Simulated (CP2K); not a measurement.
# Ti (Fm-3m) in CP2K: notebook, part 2 of 2

CP2K 2026.2.

### 3 Single point, LDA, 16.73 Å³/atom

ti_eos.inp reads:

```
&GLOBAL
  PROJECT ti_eos
  RUN_TYPE ENERGY_FORCE
  PRINT_LEVEL LOW
&END GLOBAL
&FORCE_EVAL
  METHOD QS
  STRESS_TENSOR ANALYTICAL
  &DFT
    BASIS_SET_FILE_NAME BASIS_MOLOPT_UZH
    POTENTIAL_FILE_NAME GTH_POTENTIALS
    &MGRID
      CUTOFF 450
      REL_CUTOFF 60
      NGRIDS 5
    &END MGRID
    &QS
      METHOD GPW
      EPS_DEFAULT 1.0E-9
    &END QS
    &KPOINTS
      SCHEME MONKHORST-PACK 11 11 11
      GAMMA_CENTERED T
      SYMMETRY T
      SYMMETRY_BACKEND SPGLIB
    &END KPOINTS
    &SCF
      SCF_GUESS ATOMIC
      EPS_SCF 1.0E-6
      MAX_SCF 100
      ADDED_MOS 11
      CHOLESKY OFF
      EPS_EIGVAL 1.0E-7
      &DIAGONALIZATION ON
        ALGORITHM STANDARD
      &END DIAGONALIZATION
      &MIXING ON
        METHOD BROYDEN_MIXING
        ALPHA 0.4
        BETA 1.5
        NBUFFER 8
      &END MIXING
      &SMEAR ON
        METHOD FERMI_DIRAC
        ELECTRONIC_TEMPERATURE [K] 1160.452
      &END SMEAR
    &END SCF
    &XC
      &XC_FUNCTIONAL
        &LDA_X
        &END LDA_X
        &LDA_C_PW
        &END LDA_C_PW
      &END XC_FUNCTIONAL
    &END XC
    &PRINT
      &KPOINTS ON
      &END KPOINTS
      &MULLIKEN ON
      &END MULLIKEN
      &MO ON
        ENERGIES T
        OCCUPATION_NUMBERS T
        &EACH
          QS_SCF 0
        &END EACH
        ADD_LAST NUMERIC
      &END MO
    &END PRINT
  &END DFT
  &SUBSYS
    &CELL
      ABC 2.8708535316 2.8708535316 2.8708535316
      ALPHA_BETA_GAMMA 60.0000000006 59.9999999999 59.9999999999
      PERIODIC XYZ
    &END CELL
    &COORD
      Ti  0.0000000000 0.0000000000 0.0000000000
    &END COORD
    &KIND Ti
      BASIS_SET TZVP-MOLOPT-PBE-GTH-q12
      POTENTIAL GTH-PADE-q12
    &END KIND
    &PRINT
      &ATOMIC_COORDINATES ON
      &END ATOMIC_COORDINATES
      &CELL ON
      &END CELL
      &SYMMETRY ON
      &END SYMMETRY
    &END PRINT
  &END SUBSYS
  &PRINT
    &FORCES ON
    &END FORCES
    &STRESS_TENSOR ON
    &END STRESS_TENSOR
  &END PRINT
&END FORCE_EVAL
```

Potentials or basis: GTH_POTENTIALS Ti GTH-PADE-q12; TZVP-MOLOPT-PBE-GTH basis.

Command:

```sh
OMP_NUM_THREADS=1 cp2k.psmp -i ti_eos.inp -o ti_eos.out
```

ti_eos.out:

```text

 CP2K| version string:                                       CP2K version 2026.2
 CP2K| Input file name                                                ti_eos.inp

 GLOBAL| Force Environment number                                              1
 GLOBAL| Basis set file name                                    BASIS_MOLOPT_UZH
 GLOBAL| Potential file name                                      GTH_POTENTIALS
 GLOBAL| MM Potential file name                                     MM_POTENTIAL
 GLOBAL| Coordinate file name                                      __STD_INPUT__
 GLOBAL| Method name                                                        CP2K
 GLOBAL| Project name                                                     ti_eos
 GLOBAL| Run type                                                   ENERGY_FORCE
 GLOBAL| FFT library                                                       FFTW3
 GLOBAL| Diagonalization library                                       ScaLAPACK
 GLOBAL| Cholesky decomposition library                                ScaLAPACK
 GLOBAL| DGEMM library                                                      BLAS
 GLOBAL| Direct generalized diagonalization requested                          F
 GLOBAL| Matrix multiplication library                                 ScaLAPACK
 GLOBAL| Global print level                                                  LOW
 GLOBAL| Total number of message passing processes                             1
 GLOBAL| Number of threads for this process                                    1
 GLOBAL| CPU model name                                                  UNKNOWN

 CELL| Volume [angstrom^3]:                                            16.730854
 CELL| Vector a [angstrom]:       2.871     0.000     0.000   |a| =     2.870854
 CELL| Vector b [angstrom]:       1.435     2.486     0.000   |b| =     2.870854
 CELL| Vector c [angstrom]:       1.435     0.829     2.344   |c| =     2.870854
 CELL| Angle (b,c), alpha [degree]:                                    60.000000
 CELL| Angle (a,c), beta  [degree]:                                    60.000000
 CELL| Angle (a,b), gamma [degree]:                                    60.000000
 CELL| Numerically orthorhombic:                                              NO
 CELL| Periodicity                                                           XYZ

 CELL_REF| Volume [angstrom^3]:                                        16.730854
 CELL_REF| Vector a [angstrom     2.871     0.000     0.000   |a| =     2.870854
 CELL_REF| Vector b [angstrom     1.435     2.486     0.000   |b| =     2.870854
 CELL_REF| Vector c [angstrom     1.435     0.829     2.344   |c| =     2.870854
 CELL_REF| Angle (b,c), alpha [degree]:                                60.000000
 CELL_REF| Angle (a,c), beta  [degree]:                                60.000000
 CELL_REF| Angle (a,b), gamma [degree]:                                60.000000
 CELL_REF| Numerically orthorhombic:                                          NO
 CELL_REF| Periodicity                                                       XYZ

[... 8 lines left out ...]
 TOTAL NUMBERS AND MAXIMUM NUMBERS

  Total number of            - Atomic kinds:                                   1
                             - Atoms:                                          1
                             - Shell sets:                                     1
                             - Shells:                                        11
                             - Primitive Cartesian functions:                  6
                             - Cartesian basis functions:                     41
                             - Spherical basis functions:                     35

  Maximum angular momentum of- Orbital basis functions:                        3
                             - Local part of the GTH pseudopotential:          2
                             - Non-local part of the GTH pseudopotential:      3

 MODULE QUICKSTEP: ATOMIC COORDINATES IN ANGSTROM

[... 44 lines left out ...]
 BRILLOUIN| List of Kpoints [2 Pi/Bohr]                                       56
 BRILLOUIN| Number           Weight            X              Y              Z
 BRILLOUIN|     1           0.00601       -0.45455       -0.45455       -0.45455
 BRILLOUIN|     2           0.01803       -0.45455       -0.45455       -0.36364
 BRILLOUIN|     3           0.01803       -0.45455       -0.45455       -0.27273
 BRILLOUIN|     4           0.01803       -0.45455       -0.45455       -0.18182
 BRILLOUIN|     5           0.01803       -0.45455       -0.45455       -0.09091
 BRILLOUIN|     6           0.00451       -0.45455       -0.45455        0.00000
[... 32 lines left out ...]
 BRILLOUIN|    39           0.01803       -0.36364       -0.27273       -0.27273
 BRILLOUIN|    40           0.03606       -0.36364       -0.27273       -0.18182
 [... further k-points ...]
 *******************************************************************************

 Extrapolation method: initial_guess

 Number of electrons:                                                         12
 Number of occupied orbitals:                                                  6
 Number of molecular orbitals:                                                17

 Number of orbital functions:                                                 35
 Number of independent orbital functions:                                     35

 SCF WAVEFUNCTION OPTIMIZATION

  Step     Update method      Time    Convergence         Total energy    Change
  ------------------------------------------------------------------------------
     1 NoMix/Diag. 0.40E+00    8.4     0.89483544       -58.5939876266 -5.86E+01
     2 Broy./Diag. 0.40E+00    5.7     0.09353074       -59.0246612416 -4.31E-01
     3 Broy./Diag. 0.40E+00    5.6     0.07918146       -58.4672377342  5.57E-01
     4 Broy./Diag. 0.40E+00    5.7     0.04897802       -58.1628840531  3.04E-01
     5 Broy./Diag. 0.40E+00    5.7     0.00214816       -58.1812281988 -1.83E-02
     6 Broy./Diag. 0.40E+00    5.7     0.00181756       -58.1659891208  1.52E-02
     7 Broy./Diag. 0.40E+00    5.7     0.00035161       -58.1676056702 -1.62E-03
     8 Broy./Diag. 0.40E+00    5.6     0.00004890       -58.1666983799  9.07E-04
     9 Broy./Diag. 0.40E+00    5.6     0.00000860       -58.1669957558 -2.97E-04
    10 Broy./Diag. 0.40E+00    5.6     0.00001879       -58.1669823755  1.34E-05
    11 Broy./Diag. 0.40E+00    5.6     0.00000050       -58.1670146601 -3.23E-05

  *** SCF run converged in    11 steps ***

  Electronic density on regular grids:        -11.9999999899        0.0000000101
  Core density on regular grids:               11.9999999948       -0.0000000052
  Total charge density on r-space grids:        0.0000000049
  Total charge density g-space grids:           0.0000000049

  Overlap energy of the core charge distribution:               0.00000000000000
  Self energy of the core charge distribution:               -106.89907898799595
  Core Hamiltonian energy:                                     27.18605012211534
  Hartree energy:                                              28.76192451868153
  Exchange-correlation energy:                                 -7.21401347315349
  Electronic entropic energy:                                  -0.00189683954518
  Fermi energy:                                                 0.40416848281106

  Total energy:                                               -58.16701466012463
  Total energy (extrapolated to T->0):                        -58.16606624035204

 MO| EIGENVALUES AND OCCUPATION NUMBERS FOR K POINT 1
 MO|
 MO|  Index      Eigenvalue [a.u.]        Eigenvalue [eV]             Occupation
 MO|      1              -1.682051             -45.770944               2.000000
 MO|      2              -0.797379             -21.697774               2.000000
 MO|      3              -0.772387             -21.017719               2.000000
 MO|      4              -0.772387             -21.017719               2.000000
 MO|      5               0.304167               8.276818               2.000000
 MO|      6               0.429812              11.695790               0.001862
[... 298 lines left out ...]
 MO|      6               0.372176              10.127420               1.999669
[... 9 lines left out ...]
 MO|     16               1.419385              38.623421               0.000000
 MO|     17               1.570212              42.727644               0.000000
 MO| Sum:                                                              12.085918
 MO| E(Fermi):            0.404168 a.u.         10.997984 eV

 [... the levels of further k-points ...]

 !-----------------------------------------------------------------------------!
                     Mulliken Population Analysis

 #  Atom  Element  Kind  Atomic population                           Net charge
       1     Ti       1         12.000000                             -0.000000
 # Total charge                             12.000000                 -0.000000

 !-----------------------------------------------------------------------------!

 ENERGY| Total FORCE_EVAL ( QS ) energy [hartree]            -58.167013980333643

 FORCES| Atomic forces [hartree/bohr]
 FORCES|   Atom     x               y               z               |f|
 FORCES|      1  4.98675981E-15  1.14608813E-14 -3.30267778E-15   1.29277707E-14
 FORCES| Sum     4.98675981E-15  1.14608813E-14 -3.30267778E-15
 FORCES| Total atomic force                                       1.29277707E-14

 STRESS| Analytical stress tensor [bar]
 STRESS|                        x                   y                   z
 STRESS|      x       -4.28306877624E+04  -5.97672982022E-02  -4.22618308612E-02
 STRESS|      y       -5.97672982022E-02  -4.28306186932E+04  -2.44309701886E-02
 STRESS|      z       -4.22618308612E-02  -2.44309701886E-02  -4.28306017242E+04
 STRESS| 1/3 Trace                                            -4.28306360599E+04
 STRESS| Determinant                                          -7.85712336206E+13

 STRESS| Eigenvectors and eigenvalues of the analytical stress tensor [bar]
 STRESS|                        1                   2                   3
 STRESS| Eigenvalues  -4.28307395452E+04  -4.28305844388E+04  -4.28305841958E+04
 STRESS|      x           0.816376800126     -0.355855805955     -0.454857742139
 STRESS|      y           0.471232468508     -0.044866471878      0.880867163836
 STRESS|      z           0.333869556622      0.933463253197     -0.131062863128
```

Run time: 77 s. Hardware: 1 thread of Arm Neoverse V2, shared host; peak memory 0.27 GiB.

What came out:

```
Free energy            : -1582.8049 eV
Pressure               : -4.3 GPa
Band gap on the k mesh : none (metal or under the smearing width)
```

Caveat: the basis of atomic orbitals isn't converged, which shifts pressures, moduli and gaps.

### 4 Single point, LDA, 16.40 Å³/atom (volume scaled by 0.98)

ti_eos.inp: that of step 3 with these lines changed.

```diff
@@ -11,2 +11,3 @@
     POTENTIAL_FILE_NAME GTH_POTENTIALS
+    WFN_RESTART_FILE_NAME previous-RESTART.kp
     &MGRID
@@ -27,3 +28,3 @@
     &SCF
-      SCF_GUESS ATOMIC
+      SCF_GUESS RESTART
       EPS_SCF 1.0E-6
@@ -72,4 +73,4 @@
     &CELL
-      ABC 2.8708535316 2.8708535316 2.8708535316
-      ALPHA_BETA_GAMMA 60.0000000006 59.9999999999 59.9999999999
+      ABC 2.8515854777 2.8515854776 2.8515854776
+      ALPHA_BETA_GAMMA 60.0000000012 60.0000000000 60.0000000004
       PERIODIC XYZ
```

Command:

```sh
OMP_NUM_THREADS=1 cp2k.psmp -i ti_eos.inp -o ti_eos.out
```

Wall time 66 s (1 thread of Arm Neoverse V2, shared host); peak memory 0.27 GiB.

It converged, with:

```
Free energy            : -1582.8116 eV
Pressure               : -2.0 GPa
Band gap on the k mesh : none (metal or under the smearing width)
```

Caveat: the basis of atomic orbitals isn't converged, which shifts pressures, moduli and gaps.

### 5 Single point, LDA, 17.07 Å³/atom (volume scaled by 1.02)

ti_eos.inp: that of step 4 with these lines changed.

```diff
@@ -73,4 +73,4 @@
     &CELL
-      ABC 2.8515854777 2.8515854776 2.8515854776
-      ALPHA_BETA_GAMMA 60.0000000012 60.0000000000 60.0000000004
+      ABC 2.8898663607 2.8898663607 2.8898663608
+      ALPHA_BETA_GAMMA 60.0000000005 59.9999999995 59.9999999991
       PERIODIC XYZ
```

Command:

```sh
OMP_NUM_THREADS=1 cp2k.psmp -i ti_eos.inp -o ti_eos.out
```

It took 65 s on 1 thread of Arm Neoverse V2, shared host; peak memory 0.27 GiB.

Results (log left out):

| Item | Value |
| --- | --- |
| Free energy | -1582.7938 eV |
| Pressure | -6.3 GPa |
| Band gap on the k mesh | none (metal or under the smearing width) |

Caveat: the basis of atomic orbitals isn't converged, which shifts pressures, moduli and gaps.

### 6 Single point, LDA, 16.06 Å³/atom (volume scaled by 0.96)

ti_eos.inp: that of step 5 with these lines changed.

```diff
@@ -73,4 +73,4 @@
     &CELL
-      ABC 2.8898663607 2.8898663607 2.8898663608
-      ALPHA_BETA_GAMMA 60.0000000005 59.9999999995 59.9999999991
+      ABC 2.8320534573 2.8320534573 2.8320534573
+      ALPHA_BETA_GAMMA 60.0000000006 59.9999999990 59.9999999992
       PERIODIC XYZ
```

Potentials or basis: GTH_POTENTIALS Ti GTH-PADE-q12; TZVP-MOLOPT-PBE-GTH basis.

Command:

```sh
OMP_NUM_THREADS=1 cp2k.psmp -i ti_eos.inp -o ti_eos.out
```

Wall time 73 s (1 thread of Arm Neoverse V2, shared host); peak memory 0.28 GiB.

Results (log left out):

| Item | Value |
| --- | --- |
| Free energy | -1582.8133 eV |
| Pressure | 0.4 GPa |
| Band gap on the k mesh | none (metal or under the smearing width) |

Caveat: the basis of atomic orbitals isn't converged, which shifts pressures, moduli and gaps.

### 7 Single point, LDA, 17.40 Å³/atom (volume scaled by 1.04)

ti_eos.inp: that of step 6 with these lines changed.

```diff
@@ -73,4 +73,4 @@
     &CELL
-      ABC 2.8320534573 2.8320534573 2.8320534573
-      ALPHA_BETA_GAMMA 60.0000000006 59.9999999990 59.9999999992
+      ABC 2.9086322525 2.9086322525 2.9086322525
+      ALPHA_BETA_GAMMA 60.0000000011 59.9999999994 59.9999999988
       PERIODIC XYZ
```

Command:

```sh
OMP_NUM_THREADS=1 cp2k.psmp -i ti_eos.inp -o ti_eos.out
```

Wall time 63 s (1 thread of Arm Neoverse V2, shared host); peak memory 0.26 GiB.

The run converged. Its results:

* Free energy: -1582.7786 eV
* Pressure: -8.2 GPa
* Band gap on the k mesh: none (metal or under the smearing width)

Caveat: the basis of atomic orbitals isn't converged, which shifts pressures, moduli and gaps.

### 8 Single point, LDA, 15.73 Å³/atom (volume scaled by 0.94)

ti_eos.inp: that of step 7 with these lines changed.

```diff
@@ -73,4 +73,4 @@
     &CELL
-      ABC 2.9086322525 2.9086322525 2.9086322525
-      ALPHA_BETA_GAMMA 60.0000000011 59.9999999994 59.9999999988
+      ABC 2.8122482397 2.8122482397 2.8122482397
+      ALPHA_BETA_GAMMA 59.9999999991 59.9999999987 59.9999999988
       PERIODIC XYZ
```

Command:

```sh
OMP_NUM_THREADS=1 cp2k.psmp -i ti_eos.inp -o ti_eos.out
```

Run time: 77 s. Hardware: 1 thread of Arm Neoverse V2, shared host; peak memory 0.27 GiB.

Results (log left out):

* Free energy: -1582.8096 eV
* Pressure: 3.1 GPa
* Band gap on the k mesh: none (metal or under the smearing width)

Caveat: the basis of atomic orbitals isn't converged, which shifts pressures, moduli and gaps.

### 9 Single point, LDA, 17.73 Å³/atom (volume scaled by 1.06)

ti_eos.inp: that of step 8 with these lines changed.

```diff
@@ -73,4 +73,4 @@
     &CELL
-      ABC 2.8122482397 2.8122482397 2.8122482397
-      ALPHA_BETA_GAMMA 59.9999999991 59.9999999987 59.9999999988
+      ABC 2.9271590721 2.9271590722 2.9271590721
+      ALPHA_BETA_GAMMA 59.9999999999 59.9999999991 59.9999999996
       PERIODIC XYZ
```

Potentials or basis: GTH_POTENTIALS Ti GTH-PADE-q12; TZVP-MOLOPT-PBE-GTH basis.

Command:

```sh
OMP_NUM_THREADS=1 cp2k.psmp -i ti_eos.inp -o ti_eos.out
```

Run time: 62 s. Hardware: 1 thread of Arm Neoverse V2, shared host; peak memory 0.26 GiB.

The run converged. Its results:

- Free energy: -1582.7596 eV
- Pressure: -9.9 GPa
- Band gap on the k mesh: none (metal or under the smearing width)

Caveat: the basis of atomic orbitals isn't converged, which shifts pressures, moduli and gaps.

### 10 Equation of state, LDA

No new run: the results of the series are fitted here.

What came out:

```
Equilibrium volume                      : 16.12 Å³/atom
Bulk modulus                            : 122 GPa
Pressure derivative of the bulk modulus : 3.4
```

Energy against volume, from the lowest point:
| volume (Å³/atom) | energy (meV/atom) |
| --- | --- |
| 15.727 | 3.69 |
| 16.062 | 0.00 |
| 16.396 | 1.71 |
| 16.731 | 8.34 |
| 17.065 | 19.46 |
| 17.400 | 34.69 |
| 17.735 | 53.67 |

Caveat: the basis of atomic orbitals isn't converged, which shifts pressures, moduli and gaps. Zero-point motion and thermal expansion aren't in these numbers.
